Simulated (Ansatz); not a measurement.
Rutile GeO₂, treated with rVV10 (Ansatz, a first-principles code, plane waves, PAW).

Run with plane-wave cutoff 520 eV, 8×8×12 k mesh (along the axes of the cell as run), Fermi–Dirac smearing 0.01 eV, scalar-relativistic PAW data made under PBE.

Properties against volume:

Shape and atoms are relaxed at each volume.

| V (Å³/atom) | P (GPa) | direct gap at Γ (eV) | c (Å) | a (Å) |
|---|---|---|---|---|
| 9.484 | 9.01 | 1.356 | 2.913 | 4.420 |
| 9.681 | 4.20 | 1.113 | 2.923 | 4.458 |
| 9.879 | 0.01 | 0.893 | 2.933 | 4.496 |
| 10.076 | -3.62 | 0.699 | 2.940 | 4.535 |
| 10.274 | -6.72 | 0.531 | 2.945 | 4.575 |

A straight line through the gaps at Γ against ln V gives a volume deformation potential dE_g(Γ)/d ln V of -10.3 eV: the gap at Γ widens under compression.

Measured, for comparison: band gap 4.68 eV (temperature not stated, not corrected to a static lattice, direct (forbidden), UV absorption; as tabulated in Mengle et al. (2019), arXiv:1905.10301).

Note: the bulk modulus comes from volumes at which shape and atoms were relaxed.

Spin–orbit coupling is not included.
